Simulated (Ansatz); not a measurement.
Wanted: the native input for an Ansatz 0.2.0 run.

```yaml
Task: single point
Functional: PBE
Potentials_or_basis: all-electron LAPW, scalar-relativistic
Cutoff: 195 eV (chosen from the basis error)
Basis_error_allowed: 0.002 eV/atom
k_mesh: 6 × 6 × 6
Occupations: fermi-dirac, width 0.03 eV
Spin: no spin polarisation
```

The system is Si.

```
Si
1.0
     0.00000    2.72185    2.72185
     2.72185    0.00000    2.72185
     2.72185    2.72185    0.00000
Si
2
Direct
  0.50000 0.50000 0.50000
  0.75000 0.75000 0.75000
```

One way to write it, as run:

input.yaml

```yaml
crystal:
  lattice:
    - [0.0, 2.7218511865, 2.7218511865]
    - [2.7218511865, 0.0, 2.7218511865]
    - [2.7218511865, 2.7218511865, 0.0]
  atoms:
    - { symbol: Si, position: [0.5, 0.5, 0.5] }
    - { symbol: Si, position: [0.75, 0.75, 0.75] }
kpoints:
  mp_grid: { grid: [6, 6, 6] }
scf:
  occupations: { method: fermi_dirac, width: 0.03 }
hamiltonian:
  xc: pbe
  pseudopotentials: { kind: all_electron, lapw: { basis_error: 0.002 } }
output:
  forces: true
  stress: true
  eigenvalues: true
```

Potentials or basis: all-electron LAPW, scalar-relativistic.

Launch:

```console
$ ansatz run input.yaml --threads 1 --pin off --max-ram 3072MiB --backend cpu --events-out ev --progress --plain --runs-dir out
```

Results of the run:

* Pressure: 1.4 GPa
* Band gap on the k mesh: 0.72 eV, indirect (least direct gap 2.56 eV)

Run time: 1.2 s on 1 thread of Arm Neoverse V2, with other jobs on the host, peak memory 0.2 GiB.
